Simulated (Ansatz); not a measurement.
**LiF: a prediction, then the measurements**

These are results of DFT PBE, scalar-relativistic, plane waves, PAW in Ansatz 0.2.0, not measurements.

Settings: cutoff 420 eV, Γ-centred mesh 10×10×10 on the computed 2-atom cell, Gaussian smearing of 0.02 eV; no spin polarisation.

Relaxed structure:

```cif
data_structure
_symmetry_space_group_name_H-M 'Fm-3m'
_symmetry_Int_Tables_number 225
_cell_length_a 4.0684
_cell_length_b 4.0684
_cell_length_c 4.0684
_cell_angle_alpha 90.000
_cell_angle_beta 90.000
_cell_angle_gamma 90.000
_cell_volume 67.34
loop_
_atom_site_label
_atom_site_type_symbol
_atom_site_symmetry_multiplicity
_atom_site_Wyckoff_symbol
_atom_site_fract_x
_atom_site_fract_y
_atom_site_fract_z
_atom_site_occupancy
Li1 Li 4 b 0.50000 0.00000 0.00000 1
F1 F 4 a 0.00000 0.00000 0.00000 1
```

* Space group: Fm-3m (No. 225)
* Volume per atom: 56.8 bohr³
* Formation energy from the elements' standard states (uncorrected): -2.945 eV/atom
* Kohn–Sham band gap: 8.83 eV, indirect from (-0.062, 0.000, 0.062) to Γ
* Orbital (Löwdin) character of the top 1 eV of the valence band: F 2p 99 %
* Orbital (Löwdin) character of the lowest 1 eV of the conduction band: Li 2s 63 %, F 2s 24 %, unprojected 9 %
* Electron masses at the edge by direction of the standard setting (m_e; one valley, along these axes only; no spin-orbit coupling): x: 0.86; y: 0.86; z: 0.86
* Hole masses at the edge by direction of the standard setting (m_e; one valley, along these axes only; no spin-orbit coupling): x: 2.4; y: 4.1; z: 2.4
* Bulk modulus: 67 GPa
* Its pressure derivative: 4.2
* Bader charge by site (e): Li (1 in the cell) 0.90, F (1 in the cell) -0.90

**Against measurements.**

Against the measured lattice constant a of LiF, 4.0262 Å (298.15 K; a printed reference work (data compilation)), the calculated 4.068 Å is off by +1.0 %. The calculation is for 0 K without zero-point motion. Against the measured band gap of LiF, 14.2 eV (direct; a printed reference work (monograph)), the calculated 8.83 eV is off by -5.37 eV. Kohn–Sham gaps of semilocal functionals fall short of measured ones as a rule.

The cell was reached from a generator's guess, though it ends in a space group that the Crystallography Open Database lists for this formula. Löwdin shares on free-atom orbitals overweight diffuse shells in the empty bands.
